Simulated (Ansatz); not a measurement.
TaC, DFT, LDA, PAW with Ansatz's default frozen-core files, scalar-relativistic (Ansatz 0.2.0), run on 1 thread of Arm Neoverse V2 on a shared host.

The geometry is COD entry 9008731, unchecked; take it as a test cell. The listed cell was then made from it by scaling, straining or moving an atom.

Command: `ansatz run input.yaml --threads 1 --pin off --max-ram 3072MiB --backend cpu --events-out ev --progress --plain --runs-dir out`

```yaml
crystal:
  lattice:
    - [0.0, 2.2563059923, 2.2563059923]
    - [2.2563059923, 0.0, 2.2563059923]
    - [2.2563059923, 2.2563059923, 0.0]
  atoms:
    - { symbol: Ta, position: [0.0, 0.0, 0.0] }
    - { symbol: C, position: [0.5, 0.5, 0.5] }
kpoints:
  mp_grid: { grid: [16, 16, 16] }
scf:
  occupations: { method: fermi_dirac, width: 0.05 }
hamiltonian:
  xc: lda
  pseudopotentials: { kind: paw }
output:
  forces: true
  stress: true
  eigenvalues: true
  efg: { contact_densities: true }
```

How large is the problem that the program sets up?

145 irreducible k-points, 459 plane waves at Γ, 13 bands.

About how long does it take, and how much memory does it use?

3.9 s of wall time for 6 SCF iterations, with a peak of 0.36 GiB. Times on shared machines scatter by tens of per cent.

And the same cell and mesh by crystal-made all-electron datasets, asked for forces, stress, eigenvalues, efg, on the same hardware?

26 s, peak memory 0.7 GiB.
